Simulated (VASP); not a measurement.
Calculation: vdW-DF2, VASP's PBE PAW potentials (set 64) (plane waves; VASP).

Input for VASP

POSCAR:
```
BaF2
1.0
  0.0000000000   3.1697153065   3.1697153065
  3.1697153065   0.0000000000   3.1697153065
  3.1697153065   3.1697153065   0.0000000000
Ba F
1 2
Cart
  0.0000000000   0.0000000000   0.0000000000
  1.5848576533   1.5848576533   1.5848576533
  4.7545729597   4.7545729597   4.7545729597
```

KPOINTS:
```
Automatic mesh
0
Gamma
6 6 6
0 0 0
```

### INCAR
```
AGGAC  =  0.0
ALGO  =  Normal
EDIFF  =  1E-6
EDIFFG  =  -0.02
ENCUT  =  520
GGA  =  ML
IBRION  =  2
ISIF  =  3
ISMEAR  =  0
LASPH  =  .TRUE.
LCHARG  =  .FALSE.
LMAXMIX  =  4
LREAL  =  .FALSE.
LUSE_VDW  =  .TRUE.
LWAVE  =  .FALSE.
NELM  =  100
NSW  =  60
PREC  =  Accurate
SIGMA  =  0.05
SYSTEM  =  BaF2
ZAB_VDW  =  -1.8867
```

POTCAR, in this order: Ba_sv F (PBE.64 set). Program: vasp_std.

Output

OUTCAR:
```
 ion  position               nearest neighbor table
   1  0.000  0.000  0.000-   3 2.75   3 2.75   3 2.75   2 2.75   2 2.75   2 2.75   3 2.75   2 2.75
  LATTYP: Found a face centered cubic cell.
 ALAT       =     6.3394306130
 Subroutine PRICEL returns:
 Original cell was already a primitive cell.
 Subroutine GETGRP returns: Found 48 space group operations
The static configuration has the point symmetry O_h .
The dynamic configuration has the point symmetry O_h .
 Subroutine INISYM returns: Found 48 space group operations
 Subroutine IBZKPT returns following result:
 Found     16 irreducible k-points:

 Following reciprocal coordinates:
            Coordinates               Weight
  0.000000  0.000000  0.000000      1.000000
  0.166667  0.000000  0.000000      8.000000
  0.333333  0.000000  0.000000      8.000000
  0.500000  0.000000  0.000000      4.000000
  0.166667  0.166667  0.000000      6.000000
  0.333333  0.166667  0.000000     24.000000
  0.500000  0.166667  0.000000     24.000000
 -0.333333  0.166667  0.000000     24.000000
 -0.166667  0.166667  0.000000     12.000000
  0.333333  0.333333  0.000000      6.000000
...
```

File OSZICAR:
```
       N       E                     dE             d eps       ncg     rms          rms(c)
DAV:   1     0.170769482465E+03    0.17077E+03   -0.13207E+04   512   0.139E+03
DAV:   2    -0.775329667984E+01   -0.17852E+03   -0.17433E+03   648   0.296E+02
DAV:   3    -0.145409194418E+02   -0.67876E+01   -0.67806E+01   696   0.676E+01
DAV:   4    -0.146681223312E+02   -0.12720E+00   -0.12717E+00   624   0.819E+00
DAV:   5    -0.146737606428E+02   -0.56383E-02   -0.56383E-02   744   0.122E+00    0.958E+00
DAV:   6    -0.121957382801E+02    0.24780E+01   -0.13774E+01   512   0.297E+01    0.416E+00
DAV:   7    -0.121548541021E+02    0.40884E-01   -0.63698E-01   632   0.758E+00    0.213E+00
DAV:   8    -0.120901816366E+02    0.64672E-01   -0.14691E-01   528   0.419E+00    0.353E-01
DAV:   9    -0.120853184725E+02    0.48632E-02   -0.17193E-02   600   0.926E-01    0.136E-01
DAV:  10    -0.120834219759E+02    0.18965E-02   -0.53283E-03   528   0.547E-01    0.708E-02
DAV:  11    -0.120832720932E+02    0.14988E-03   -0.99558E-04   656   0.217E-01    0.137E-02
DAV:  12    -0.120832670507E+02    0.50425E-05   -0.24151E-05   536   0.437E-02    0.107E-02
DAV:  13    -0.120832641624E+02    0.28883E-05   -0.13231E-05   672   0.225E-02    0.775E-04
DAV:  14    -0.120832641934E+02   -0.30973E-07   -0.31701E-07   416   0.516E-03
   1 F= -.12083264E+02 E0= -.12083264E+02  d E =-.120833E+02
       N       E                     dE             d eps       ncg     rms          rms(c)
DAV:   1    -0.120903832264E+02   -0.71191E-02   -0.14292E-01   512   0.339E+00    0.653E-01
DAV:   2    -0.120841384278E+02    0.62448E-02   -0.40802E-02   512   0.146E+00    0.114E-01
DAV:   3    -0.120836729209E+02    0.46551E-03   -0.14674E-03   520   0.328E-01    0.631E-02
DAV:   4    -0.120835416743E+02    0.13125E-03   -0.60595E-04   704   0.161E-01    0.183E-02
DAV:   5    -0.120835416449E+02    0.29487E-07   -0.18388E-05   544   0.345E-02    0.975E-03
DAV:   6    -0.120835415293E+02    0.11555E-06   -0.38140E-06   544   0.173E-02
   2 F= -.12083542E+02 E0= -.12083542E+02  d E =-.277336E-03
```

OUTCAR:
```
------------------------ aborting loop because EDIFF is reached ----------------------------------------
  FORCE on cell =-STRESS in cart. coord.  units (eV):
  Direction    XX          YY          ZZ          XY          YZ          ZX
  --------------------------------------------------------------------------------------
  Total       -0.0113418     -0.0113418     -0.0113418     -0.0000000      0.0000000     -0.0000000
  in kB       -0.2837776     -0.2837776     -0.2837776     -0.0000000      0.0000000     -0.0000000
  external PRESSURE =      -0.2837776 kB  Pullay stress =       0.0000000 kB
  volume of cell :       64.03
      direct lattice vectors                 reciprocal lattice vectors
     0.000000000  3.175372919  3.175372919    -0.157461820  0.157461820  0.157461820
     3.175372919  0.000000000  3.175372919     0.157461820 -0.157461820  0.157461820
     3.175372919  3.175372919  0.000000000     0.157461820  0.157461820 -0.157461820
 POSITION                                       TOTAL-FORCE (eV/Angst)
 -----------------------------------------------------------------------------------
      3.17537      0.00000      3.17537         0.000000     -0.000000     -0.000000
      1.58769      1.58769      1.58769        -0.000000     -0.000000     -0.000000
      4.76306      4.76306      4.76306         0.000000      0.000000      0.000000
 -----------------------------------------------------------------------------------
    total drift:                                0.000000      0.000000      0.000000
  FREE ENERGIE OF THE ION-ELECTRON SYSTEM (eV)
  ---------------------------------------------------
  free  energy   TOTEN  =       -12.0835415293 eV

  energy  without entropy=      -12.0835415293  energy(sigma->0) =      -12.08354153

 reached required accuracy - stopping structural energy minimisation
```
(Selected blocks of OUTCAR.)

CONTCAR:
```
BaF2
   1.00000000000000
     0.0000000000000000    3.1753729188412216    3.1753729188412216
     3.1753729188412216    0.0000000000000000    3.1753729188412216
     3.1753729188412216    3.1753729188412216    0.0000000000000000
  Ba              F
     1     2
Direct
     0.0000000000000000    1.0000000000000000    0.0000000000000000
     0.2500000000000000    0.2500000000000000    0.2500000000000000
     0.7500000000000000    0.7500000000000000    0.7500000000000000
```

The compound is BaF2 in the fluorite structure. This run relaxes it. Symmetry was kept, so distortions that lower it aren't found. The start is the result of an earlier pass.
